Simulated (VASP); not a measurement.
**CsSnI3 under changes of volume**

One of the cells (46.687 Å³/atom); the others are scaled copies at fixed shape and fractional positions:

```xyz
5
Lattice="6.1573 0.0000 0.0000 0.0000 6.1573 0.0000 0.0000 0.0000 6.1573" Properties=species:S:1:pos:R:3 pbc="T T T"
Cs    0.0000    0.0000    0.0000
I     3.0786    3.0786    0.0000
I     3.0786    0.0000    3.0786
I     0.0000    3.0786    3.0786
Sn    3.0786    3.0786    3.0786
```

| Property | Result |
| --- | --- |
| Program | VASP 6.6.1 |
| Functional | PBEsol |
| Potentials or basis | VASP PAW PBE potentials, release 64 (Cs_sv, I, Sn_d) |
| Cutoff | 520 eV |
| k mesh | 4 × 4 × 4 |
| Occupations | gaussian, width 0.02 eV |
| Spin | no spin polarisation |

```csv
volume (Å³/atom),energy over the lowest point (meV/atom),pressure (GPa)
44.819,4.48,0.7
45.753,1.24,0.4
46.687,0.00,0.0
47.620,?,?
48.554,3.68,-0.7
```

Q: What does the run at 47.620 Å³/atom give?

A: Energy over the lowest point 0.90 meV/atom; pressure -0.3 GPa.

Worked out: A Birch-Murnaghan fit of order 2 (a polynomial in V^(-2/3)) to the other rows has its minimum at 46.72 Å³/atom with B0 = V·E''(V) = 17.2 GPa. It gives 0.95 meV/atom at 47.620 Å³/atom, against the run's 0.90, and -dE/dV = -0.3 GPa, against -0.3.

Energies are extrapolated to zero smearing.

Caveats: the PAW data sets were made with another functional, which shifts forces and pressure a little.
